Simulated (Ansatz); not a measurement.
The system is TaN.

```
CELL_PARAMETERS angstrom
5.18500 0.00000 0.00000
-2.59250 4.49034 0.00000
0.00000 0.00000 2.90800
ATOMIC_POSITIONS crystal
Ta 0.00000 0.00000 0.00000
Ta 0.33333 0.66667 0.50000
Ta 0.66667 0.33333 0.50000
N 0.50000 0.00000 0.00000
N 0.50000 0.50000 0.00000
N 0.00000 0.50000 0.00000
```

| Property | Result |
| --- | --- |
| Program | Ansatz 0.2.0 |
| Task | relaxation of cell and atoms |
| Functional | PBE |
| Potentials or basis | Ansatz PAW |
| Cutoff | 420 eV (not typed: the program's choice for these potentials) |
| k mesh | 6 × 6 × 9 |
| Occupations | fermi-dirac, width 0.05 eV |
| Spin | no spin polarisation |
| Hubbard terms | Ta d U = 2 eV |

At the start: volume 11.28 Å³/atom.

Q: How do energy, volume and symmetry change on relaxing?

A: It ends after 8 steps and the volume is 11.74 Å³/atom (+4.0 %); space group P6/mmm (No. 191, to 0.05 Å).

Step by step:
| step | energy change (eV) | largest force (eV/Å) | volume (Å³) |
| --- | --- | --- | --- |
| 1 | 0.0000 | 0.0000 | 67.71 |
| 2 | -0.0604 | 0.0000 | 71.60 |
| 3 | -0.0861 | 0.0000 | 70.45 |
| 4 | -0.0868 | 0.0000 | 70.35 |
| 5 | -0.0868 | 0.0000 | 70.36 |
| 6 | -0.0963 | 0.0000 | 70.36 |
| 7 | -0.0962 | 0.0000 | 70.41 |
| 8 | -0.0963 | 0.0000 | 70.41 |

Final structure:
```
CELL_PARAMETERS angstrom
5.26542 0.00000 0.00000
-2.63271 4.55998 0.00000
0.00000 0.00000 2.93253
ATOMIC_POSITIONS crystal
Ta 0.00000 0.00000 0.00000
Ta 0.33333 0.66667 0.50000
Ta 0.66667 0.33333 0.50000
N 0.50000 0.00000 0.00000
N 0.50000 0.50000 0.00000
N 0.00000 0.50000 0.00000
```

Caveat: the plane-wave basis is chosen anew once the cell has moved, so the energies of steps on either side of that aren't comparable; the pressure holds a Pulay correction of +0.4 GPa for the finite cutoff; U without spin polarisation on a metal has little footing.
